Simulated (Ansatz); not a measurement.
**A vibration from a frozen displacement in ZnS**

Computed with DFT PBE, scalar-relativistic, plane waves, PAW (Ansatz 0.2.0). Settings: plane waves to 420 eV, k-mesh 12×12×2 (Γ-centred), Gaussian smearing 0.05 eV. No spin polarisation. Energies are free energies at this smearing, counted from the undisturbed cell; pressure is positive in compression.

The undisturbed cell (relaxed at this level):

```yaml
crystal:
  lattice:
    - [3.84672, 0.00000, 0.00000]
    - [-1.92336, 3.33136, 0.00000]
    - [0.00000, 0.00000, 12.59023]
  atoms:
    - { symbol: Zn, position: [0.00000, 0.00000, 0.00005] }
    - { symbol: Zn, position: [0.00000, 0.00000, 0.50005] }
    - { symbol: Zn, position: [0.33333, 0.66667, 0.25002] }
    - { symbol: Zn, position: [0.66667, 0.33333, 0.75002] }
    - { symbol: S, position: [0.00000, 0.00000, 0.18729] }
    - { symbol: S, position: [0.00000, 0.00000, 0.68729] }
    - { symbol: S, position: [0.33333, 0.66667, 0.43764] }
    - { symbol: S, position: [0.66667, 0.33333, 0.93764] }
```

Atom 5 (S) is moved by x along the Cartesian unit vector (0.707, -0.707, 0.000); the cell and all other atoms stay fixed. The cell's volume is 161.34 Å³; the moved atoms weigh 32.060 u together and the others 357.700 u.

```csv
x (Å),ΔE (meV/cell),total force on the moved atoms along the move (eV/Å),pressure (GPa)
-0.3000,231.50,1.4364,0.6255
-0.2000,108.15,1.0234,0.3031
-0.1000,28.64,0.5551,0.0923
0.0000,0.00,0.0000,0.0159
0.0500,7.93,-0.3231,0.0370
0.1000,32.97,-0.6853,0.1035
0.1500,77.25,-1.0944,0.2203
0.2000,143.33,-1.5590,0.3933
0.2500,234.25,-2.0896,0.6289
0.3000,353.59,-2.6978,0.9342
```

**Question.** What frequency belongs to this motion?

**Answer.** The force constant is k = −dF/dx = 6.159 eV/Å², from the parabola through x = -0.1000, 0 and 0.0500. In every cell the moved atoms swing against the rest, so the mass is μ = m₁m₂/(m₁ + m₂) = 29.423 u, and ν̃ = 521.5 cm⁻¹ × √(|k|/μ) = 239 cm⁻¹. Steps this long are already anharmonic: the energies of the same points give k = 5.934 eV/Å², so the harmonic k is uncertain by that gap or more. The pattern needn't be a normal mode: ν̃² is then a weighted mean of the squared nonzero frequencies at the zone centre of this cell, taken without macroscopic field, so it lies between the lowest and the highest of them.

**Question.** How far does the harmonic law reach?

**Answer.** At x = -0.300 Å, kx²/2 = 277.16 meV against the computed 231.50 meV (-16.5 %): the well softens in this direction at large amplitude.

The well is markedly lopsided: at 0.3000 Å the energy cost is 353.59 meV on the positive side but only 231.50 meV on the negative. The geometry explains this. Positive x drives the sulfur almost head-on into one of its Zn neighbours, where short-range repulsion rises steeply, while negative x stretches that bond and shares the compression between two others. The softening is therefore one side of a mainly cubic anharmonicity, which probably also accounts for most of the gap between the two force constants, since a parabola through unequally spaced energies absorbs part of the cubic term.

The pressure rises for either sign of x, so expanding the cell would lower the energy cost of the displacement, as expected when bond compression dominates the restoring force.

The 239 cm⁻¹ lies below the familiar transverse optical mode of ZnS. That is no sign of an unusually weak Zn–S bond: moving one sulfur of four mixes optical motion with softer, zone-folded acoustic motion.
